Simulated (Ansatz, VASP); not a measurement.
**One calculation of GaSb, two programs**

INCAR

```
SYSTEM = GaSb
ALGO = Normal
EDIFF = 1E-8
ENCUT = 520
GGA = PE
ISIF = 2
ISMEAR = -1
LASPH = .True.
LCHARG = .False.
LEFG = .True.
LREAL = .False.
LWAVE = .False.
NBANDS = 16
NELM = 60
PREC = Accurate
SIGMA = 0.05
```

KPOINTS

```
k-points
0
Gamma
  9 9 9
  0 0 0
```

POSCAR

```
GaSb
1.0
    0.0000000000      2.9970851163      2.9970851163
    2.9970851163      0.0000000000      2.9970851163
    2.9970851163      2.9970851163      0.0000000000
Ga Sb
1 1
Direct
    0.0000000000      0.0000000000      0.0000000000
    0.7500000000      0.7500000000      0.7500000000
```

Input for Ansatz:

```yaml
crystal:
  lattice:
    - [0.0, 2.9970851163, 2.9970851163]
    - [2.9970851163, 0.0, 2.9970851163]
    - [2.9970851163, 2.9970851163, 0.0]
  atoms:
    - { symbol: Ga, position: [0.0, 0.0, 0.0] }
    - { symbol: Sb, position: [0.75, 0.75, 0.75] }
kpoints:
  mp_grid: { grid: [9, 9, 9] }
scf:
  occupations: { method: fermi_dirac, width: 0.05 }
hamiltonian:
  xc: pbe
  pseudopotentials: { kind: paw }
output:
  forces: true
  stress: true
  eigenvalues: true
  efg: { contact_densities: true }
```

Change from the starting cell: volume scaled by 0.9405, PAW files.

Alike in both runs: task electric field gradients; functional PBE; k mesh 9 × 9 × 9; occupations fermi-dirac, width 0.05 eV; no spin polarisation.

```csv
,VASP,Ansatz
version,VASP 6.6.1,Ansatz 0.2.0
potentials or method,"VASP PAW PBE potentials, release 64 (Ga_d, Sb)","PAW with Ansatz's default frozen-core files, scalar-relativistic"
plane-wave cutoff (eV),520,420
valence electrons in the cell,18,28
```

|  | VASP | Ansatz | Ansatz less VASP |
| --- | --- | --- | --- |
| pressure (GPa) | 6.3 | 6.2 | -0.10 |
| Vzz of the field gradient on the site that differs most (V/Å²) | 0.0 | 0.0 | +0.01 |

The two sets of potentials don't hold the same shells in valence. Ansatz warned: «gradients_without_spin_orbit».

Caveats: spin-orbit coupling is left out, which moves the levels of the heavy elements; an odd mesh through Γ misses points on the zone boundary, where band edges often lie.
